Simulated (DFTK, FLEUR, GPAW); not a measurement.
PBE equilibrium volume of 10 crystals in 3 set-ups

The same calculation (PBE, Γ-centred k mesh with a spacing near 0.25 Å⁻¹, Fermi-Dirac smearing of 0.05 eV, no spin-orbit coupling) was run on each cell with:

- A: FLEUR, all-electron
- B: DFTK, PseudoDojo 0.4.1 standard (PBE), cutoffs 925 to 1197 eV
- C: GPAW, GPAW PAW data sets (gpaw-data 1.2.1), cutoffs 600 to 800 eV

Volumes are energy minima over scaled cells at fixed shape and fractions. Not every cell is the stable form of its formula. Spin polarisation and spin-orbit coupling are off unless named.

| crystal | A (Å³/atom) | B (Å³/atom) | C (Å³/atom) |
| --- | --- | --- | --- |
| BN (F-43m) | 5.953 | 5.947 | 5.955 |
| ZrB2 (P6/mmm, 3 atoms) | 10.286 | 10.283 | 10.254 |
| HfO2 (Fm-3m) | 11.034 | 10.930 | 11.032 |
| HfN (Fm-3m) | 11.762 | 11.731 | 11.781 |
| Ag (Fm-3m) | 17.793 | 17.793 | 17.786 |
| KF (Fm-3m) | 19.900 | 19.862 | 19.895 |
| Pb (Fm-3m) | 31.887 | 31.872 | 31.685 |
| NaI (Fm-3m) | 34.821 | 34.786 | 34.840 |
| KBr (Fm-3m) | 37.679 | 37.661 | 37.671 |
| KI (Fm-3m) | 46.319 | 46.296 | 46.299 |

Against the all-electron result, the mean absolute deviation is B 0.18, C 0.13 %. The largest single deviation is -0.94 %, for HfO2 in B. The figures use the values as printed. The all-electron reference has errors of its own basis, so a deviation may be partly its. Meshes of this size aren't converged for metals, which the comparison doesn't need. The functional is the same throughout, so these differences measure potentials, basis sets and numerical settings.
